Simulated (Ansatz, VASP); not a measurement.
# One calculation of Si, two programs

```
CELL_PARAMETERS angstrom
5.40199 0.00000 0.00000
0.00000 5.40199 0.00000
0.00000 0.00000 5.40199
ATOMIC_POSITIONS crystal
Si 0.00000 0.00000 0.00000
Si 0.00000 0.50000 0.50000
Si 0.50000 0.00000 0.50000
Si 0.50000 0.50000 0.00000
Si 0.25000 0.25000 0.25000
Si 0.25000 0.75000 0.75000
Si 0.75000 0.25000 0.75000
Si 0.75000 0.75000 0.25000
```

Alike in both runs: functional LDA; k mesh 6 × 6 × 6; no spin polarisation.

Ansatz relaxed the structure, and its values are those at the end. VASP's run is a single point on that final structure, the one shown.

|  | VASP | Ansatz |
| --- | --- | --- |
| version | VASP 6.6.1 | Ansatz 0.2.0 |
| potentials or method | VASP PAW LDA potentials, release 64 (Si) | scalar-relativistic, plane waves, PAW |
| plane-wave cutoff (eV) | 520 | 420 |
| occupations | gaussian, width 0.01 eV | fixed |
| valence electrons in the cell | 32 | 32 |

```csv
,VASP,Ansatz,Ansatz less VASP
gap on the k mesh at the Fermi level (eV),0.44,0.44,+0.002
least direct gap on the mesh (eV),0.57,0.58,+0.002
pressure (GPa),0.0,0.0,-0.04
```

Ansatz warned: «stress_scf_threshold_loose».
